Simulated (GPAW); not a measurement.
TaS2: band structure with PBEsol

TaS2:

```
Ta S
1.0
     3.35000    0.00000    0.00000
    -1.67500    2.90119    0.00000
     0.00000    0.00000    5.86000
Ta S
1 2
Cartesian
  0.0000 0.0000 0.0000
  1.6750 0.9671 4.3950
  0.0000 1.9341 1.4650
```

```
Program             : GPAW 26.7.0
Task                : band structure
Functional          : PBEsol
Potentials or basis : PAW data sets generated in the run's folder for this functional
Cutoff              : 600 eV
Basis               : pw
k mesh              : 9 × 9 × 5
Occupations         : fermi-dirac, width 0.05 eV
Spin                : no spin polarisation
Maxiter             : 150
Band path           : GMKGALHA,LM,KH
Band points         : 60
```

```json
{"Pressure": "4.7 GPa", "Largest force": "1.036 eV/Å", "Band gap along the path": "none (metal or under the smearing width)"}
```

Forces on the atoms (eV/Å):
```
Ta   0.000  0.000  0.000
S    0.000  0.000 -1.036
S    0.000  0.000  1.036
```

Stress tensor (GPa, compression positive):
```
2.85 0.00 0.00
0.00 2.85 0.00
0.00 0.00 8.34
```

Levels at the corners of the path, in eV from the Fermi level:
| point | band 9 | band 10 | band 11 | band 12 | band 13 | band 14 | band 15 | band 16 |
| --- | --- | --- | --- | --- | --- | --- | --- | --- |
| Γ | -4.22 | -1.29 | -0.74 | -0.74 | 0.02 | 0.02 | 0.26 | 4.11 |
| M | -4.48 | -4.06 | -3.43 | -2.22 | -0.80 | 2.43 | 2.98 | 4.46 |
| K | -5.50 | -3.77 | -3.77 | -3.16 | 1.14 | 2.14 | 2.14 | 4.17 |
| Γ | -4.22 | -1.29 | -0.74 | -0.74 | 0.02 | 0.02 | 0.26 | 4.11 |
| A | -4.19 | -3.57 | -0.88 | -0.88 | -0.01 | -0.01 | 1.25 | 4.54 |
| L | -4.35 | -4.19 | -2.20 | -1.94 | -1.25 | 2.43 | 2.97 | 4.34 |
| H | -5.45 | -3.77 | -3.50 | -3.50 | 1.23 | 1.45 | 1.45 | 5.09 |
| A | -4.19 | -3.57 | -0.88 | -0.88 | -0.01 | -0.01 | 1.25 | 4.54 |
| L | -4.35 | -4.19 | -2.20 | -1.94 | -1.25 | 2.43 | 2.97 | 4.34 |
| M | -4.48 | -4.06 | -3.43 | -2.22 | -0.80 | 2.43 | 2.98 | 4.46 |
| K | -5.50 | -3.77 | -3.77 | -3.16 | 1.14 | 2.14 | 2.14 | 4.17 |
| H | -5.45 | -3.77 | -3.50 | -3.50 | 1.23 | 1.45 | 1.45 | 5.09 |

Run time: 77 s on 1 thread of Arm Neoverse V1 (shared host), peak memory 0.32 GiB.

Caveat: spin-orbit coupling is left out, which moves the levels of the heavy elements; this functional lacks dispersion, which binds the layers, so the pressure and a relaxed spacing across them are unreliable; forces of over 1 eV/Å show positions far from the minimum, so gaps and moduli don't describe the material at rest.
